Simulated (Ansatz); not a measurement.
An Ansatz input:

```yaml
crystal:
  lattice:
    - [0.0, 2.7271721137, 2.7271721137]
    - [2.7271721137, 0.0, 2.7271721137]
    - [2.7271721137, 2.7271721137, 0.0]
  atoms:
    - { symbol: Ru, position: [0.125, 0.125, 0.125], spin: 1.0 }
    - { symbol: Ru, position: [0.875, 0.875, 0.875], spin: 1.0 }
hamiltonian:
  xc: pbe
  pseudopotentials:
    kind: paw
    azcp:
      Ru: "pseudopotentials/Ru.paw.azcp"
basis:
  ecutwfc: 420
  fft_grid_basis: typed
kpoints:
  mp_grid: { grid: [16, 16, 16], shift: [0, 0, 0] }
magnetization:
  spin_polarized: true
scf:
  occupations: { method: fermi_dirac, width: 0.05 }
```

and its output:

```
Engine: ansatz 0.2.0, aarch64-unknown-linux-gnu
Pseudopotentials: kind: paw
Pseudopotential: Ru, paw, valence charge 16, recommended cutoff 420 eV (normal) 
Functional definition: PBE
  parameter kappa = 0.804
  parameter beta = 0.06672455060314922
  exchange = pbe_x(kappa = kappa, mu = beta*pi^2/3)
  correlation = pbe_c(beta = beta)
Crystal: 2 atoms, lattice volume = 40.567 Å³
Basis set: ecut = 420 eV, 821 PW (Γ)
Bands: 21, of which v1, the nominal top of the filled ones, is band 16 counted from 1 (15 counted from 0)
Symmetry: 48 space group operations
Space group: Fd-3m (ITA 227), of the structure as read, at distance tolerance 3.4e-5 Å
Magnetic group: BNS 227.128 (UNI 1630), of the structure as read, at distance tolerance 3.4e-5 Å
k-points: 145 of 4096
Non-local potential: Ru, projectors of the file, l = 0: 3, l = 1: 2, l = 2: 2, l = 3: 1
PAW form: soft (Blöchl's): semilocal exchange-correlation on the pseudo side does not see the compensation charge
PAW one-centre angular grid: Ru, 590 points (default); XC on 64 Gauss nodes
Initial density: superposition of atomic densities (chi_scale 0.1, normalization cell)
Starting moments: Σ|m| = 2 μB on 2 of 2 sites
Initial wavefunctions: pseudopotential atomic-orbital guess
Functional: x = pbe(κ = 0.804, μ = 0.2195149727645171), c = pbe(β = 0.06672455060314922)
SCF iter   1: F=—  HF=-11756.393700 eV  |F-HF|=—  |Δ(HF+E_count)|=         —  Δρ=7.16e-2 (↑7.16e-2 ↓3.33e-2)  dr2=2.06e0  dr2_m=5.84e-1  M=0.196 μB ∫|m|=0.197 μB  β_m=0.30  ethr=3.10e-3  ⟨swp⟩=5.3  Hψ=24798  notcnv=0
Mixer restart at iter 1: flushing history
spin=Collinear: Kerker preconditioning applied to the charge; magnetization (m = ρ↑ − ρ↓) channel mixes plain (no charge-response kernel on spin).
SCF iter   2: F=—  HF=-11755.427420 eV  |F-HF|=—  |Δ(HF+E_count)|=   9.66e-1  Δρ=4.84e-2 (↑4.84e-2 ↓2.49e-2)  dr2=8.15e-1  dr2_m=3.02e-1  M=0.154 μB ∫|m|=0.154 μB  β_m=0.59  ethr=3.10e-3  ⟨swp⟩=2.0  Hψ=9651  notcnv=0  defer=60
SCF iter   3: F=—  HF=-11755.017120 eV  |F-HF|=—  |Δ(HF+E_count)|=   4.10e-1  Δρ=8.05e-3 (↑5.47e-3 ↓8.05e-3)  dr2=2.59e-2  dr2_m=7.72e-3  M=0.033 μB ∫|m|=0.033 μB  β_m=0.80  ethr=2.55e-3  ⟨swp⟩=2.1  Hψ=9821  notcnv=0  defer=62
SCF iter   4: F=—  HF=-11755.018056 eV  |F-HF|=—  |Δ(HF+E_count)|=   9.36e-4  Δρ=1.52e-3 (↑1.52e-3 ↓1.44e-3)  dr2=2.38e-3  dr2_m=8.29e-6  M=0.001 μB ∫|m|=0.002 μB  β_m=0.87  ethr=8.10e-5  ⟨swp⟩=2.1  Hψ=12901  notcnv=0  defer=61
SCF iter   5: F=—  HF=-11755.016840 eV  |F-HF|=—  |Δ(HF+E_count)|=   1.22e-3  Δρ=3.52e-4 (↑3.52e-4 ↓3.52e-4)  dr2=2.64e-4  dr2_m=8.35e-7  M=-0.000 μB ∫|m|=0.001 μB  β_m=0.94  ethr=7.44e-6  ⟨swp⟩=2.6  Hψ=11266  notcnv=0  defer=60
SCF iter   6: F=—  HF=-11755.016858 eV  |F-HF|=—  |Δ(HF+E_count)|=   1.82e-5  Δρ=9.72e-5 (↑8.64e-5 ↓9.72e-5)  dr2=1.26e-5  dr2_m=1.56e-7  M=-0.000 μB ∫|m|=0.000 μB  β_m=0.97  ethr=8.26e-7  ⟨swp⟩=2.3  Hψ=8534  notcnv=0  defer=60
SCF iter   7: F=—  HF=-11755.016870 eV  |F-HF|=—  |Δ(HF+E_count)|=   1.22e-5  Δρ=1.96e-5 (↑1.76e-5 ↓1.96e-5)  dr2=4.97e-7  dr2_m=1.33e-8  M=0.000 μB ∫|m|=0.000 μB  β_m=0.98  ethr=3.94e-8  ⟨swp⟩=2.2  Hψ=8993  notcnv=0  defer=60
SCF iter   8: F=—  HF=-11755.016871 eV  |F-HF|=—  |Δ(HF+E_count)|=   6.11e-7  Δρ=4.10e-6 (↑3.38e-6 ↓4.10e-6)  dr2=1.88e-8  dr2_m=1.64e-10  M=0.000 μB ∫|m|=0.000 μB  β_m=0.99  ethr=1.55e-9  ⟨swp⟩=2.0  Hψ=8833  notcnv=0  defer=60
SCF iter   9: F=-11755.016871 eV  HF=-11755.016871 eV  |F-HF|=2.06e-10  |Δ(HF+E_count)|=   2.86e-8  Δρ=8.76e-7 (↑6.68e-7 ↓8.76e-7)  dr2=9.46e-10  dr2_m=1.24e-11  M=0.000 μB ∫|m|=0.000 μB  ethr=5.87e-11  ⟨swp⟩=1.0  Hψ=17580  notcnv=0
SCF 1 converged in 9 iterations: F = -11755.016871 eV  dr2 = 9.46e-10
WARN: the starting moments were not kept: the SCF closed with an absolute magnetisation of 4.1e-6 μB, where they sum to 2 μB in size (2 sites). That is at most 0.1 of that sum. Measured as dr2_m measures the in/out step, that magnetisation stands 3.3e-12 eV from none, at or under the dr2_threshold of 1.0e-7 eV: it is no larger than a step whose dr2_m would equal this threshold. The system may hold no moment; this SCF shows only that its start led to no more than that. To try another start: raise the starting moments (crystal.atoms[].spin, magnetization.per_species, magnetization.initial_magnetization, or on a non-collinear deck that types none of these the spinor_matrix: blocks that start its atoms; where the total moment is fixed, keep their sum and leave initial_magnetization as it is; typed ones take the place of any that the run laid by itself, positive ones on a crystal's lanthanoids without a Hubbard term where scf.initial_density.shell_occupations: [] is typed) or, if the notice of its spin-set hold's release reads "site moments contracting" or "site moments show no strong build", lengthen the hold (scf.mixing.spin_hold: { on: { confirm: 4 } }; for m-r²SCAN on two components see the key's manual first). Each may lead to a state that holds a moment. A second SCF, from the converged charge density, with the starting moments and any scf.initial_density.shell_occupations laid on it anew, would have followed, and was not run: the deck does not ask for one (magnetization.retry_lost_moments is false, the default). To let it run, set magnetization.retry_lost_moments: true and run the deck again, where that key's refused combinations let it; where memory then withholds it, that run's warning says so.
SCF converged after 9 iterations
Magnetization: 0.0000 μB (16.0000 up, 16.0000 down)
Absolute magnetization: 0.0000 μB (∫|ρ↑−ρ↓|, with the PAW one-centre terms)
Spin contamination: 0.0000 ħ² per cell (⟨S²⟩ above its minimum at these occupations)
Per-site moments (μB) at R_I (Å): [(1.567362891709963e-6, 0.9742426365196402), (1.5673628917332554e-6, 0.9742426365196402)]
Free energy (F): -11755.016871 eV
Harris-Foulkes:  -11755.016871 eV  (|F-HF|=2.06e-10)
Internal energy: -11755.001346 eV  (E = F + TS)
E sigma→0 (E₀):  -11755.009108 eV
Entropy (-TS):   -0.015525 eV (-7.763 meV/atom)
Fermi energy:    14.171629 eV
--- Per-component energies (eV) ---
  E_band       = -392.042227
  E_kinetic    = 1029.256082
  E_local      = -3874.042350  (includes V_loc(G=0)·N_el)
  E_nonlocal   = 690.332228
  E_hartree    = 1341.835960
  E_xc         = -378.196869
  E_vxc        = -474.356755  (∫ρ·V_xc dr)
  E_paw        = -6923.527729  (= ΣΔE_a)
  E_vpaw       = -446.900890  (= ΣTr[D̂ρ^β])
  E_aug_tail   = -0.000397  (compensation charges beyond the density's cutoff)
  E_ewald      = -3640.658270
  E_smearing   = -0.015525  (= −TS)
  E_closure    = 0.000000  (closes the sum)
  Σ components = -11755.016871   (vs F -11755.016871, Δ=0.00e0)
```
